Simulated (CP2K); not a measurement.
Crystal: ZnSe (Stilleite).

```
CELL_PARAMETERS angstrom
4.00760 0.00000 0.00000
2.00380 3.47068 0.00000
2.00380 1.15689 3.27219
ATOMIC_POSITIONS crystal
Se 0.75000 0.75000 0.75000
Zn 0.00000 0.00000 0.00000
```

Base run:

```yaml
Program: CP2K 2026.2
Functional: PBE
Potentials_or_basis: GTH_POTENTIALS Se GTH-PADE-q6, Zn GTH-PADE-q12; DZVP-MOLOPT-SR-GTH basis
Density_cutoff: 6123 eV
k_mesh: 8 × 8 × 8
Occupations: fermi-dirac, width 0.05 eV
Spin: no spin polarisation
```

Its results: band gap on the k mesh 1.37 eV, direct; pressure 1.4 GPa.

Problem. After a change of settings the same cell gave: band gap on the k mesh 1.30 eV, direct; pressure 2.8 GPa. Which change was it?
A. potentials or basis from GTH_POTENTIALS Se GTH-PADE-q6, Zn GTH-PADE-q12; DZVP-MOLOPT-SR-GTH basis to GTH_POTENTIALS Se GTH-PBE-q6, Zn GTH-PBE-q12; DZVP-MOLOPT-SR-GTH basis; potentials from Se GTH-PADE-q6 of GTH_POTENTIALS, Zn GTH-PADE-q12 of GTH_POTENTIALS to Se GTH-PBE-q6 of GTH_POTENTIALS, Zn GTH-PBE-q12 of GTH_POTENTIALS
B. potentials or basis from GTH_POTENTIALS Se GTH-PADE-q6, Zn GTH-PADE-q12; DZVP-MOLOPT-SR-GTH basis to POTENTIAL_UZH Se GTH-SCAN-q6, Zn GTH-SCAN-q12; DZVP-MOLOPT-SR-GTH basis; potentials from Se GTH-PADE-q6 of GTH_POTENTIALS, Zn GTH-PADE-q12 of GTH_POTENTIALS to Se GTH-SCAN-q6 of POTENTIAL_UZH, Zn GTH-SCAN-q12 of POTENTIAL_UZH
C. potentials or basis from GTH_POTENTIALS Se GTH-PADE-q6, Zn GTH-PADE-q12; DZVP-MOLOPT-SR-GTH basis to POTENTIAL_UZH Se GTH-PBE0-q6, Zn GTH-PBE0-q12; DZVP-MOLOPT-SR-GTH basis; potentials from Se GTH-PADE-q6 of GTH_POTENTIALS, Zn GTH-PADE-q12 of GTH_POTENTIALS to Se GTH-PBE0-q6 of POTENTIAL_UZH, Zn GTH-PBE0-q12 of POTENTIAL_UZH

Solution. A.

Caveats: the basis of atomic orbitals isn't converged, which shifts pressures, moduli and gaps; the potentials were made for another functional, which shifts forces and pressure (some runs).

Not every run made on this cell is shown here.
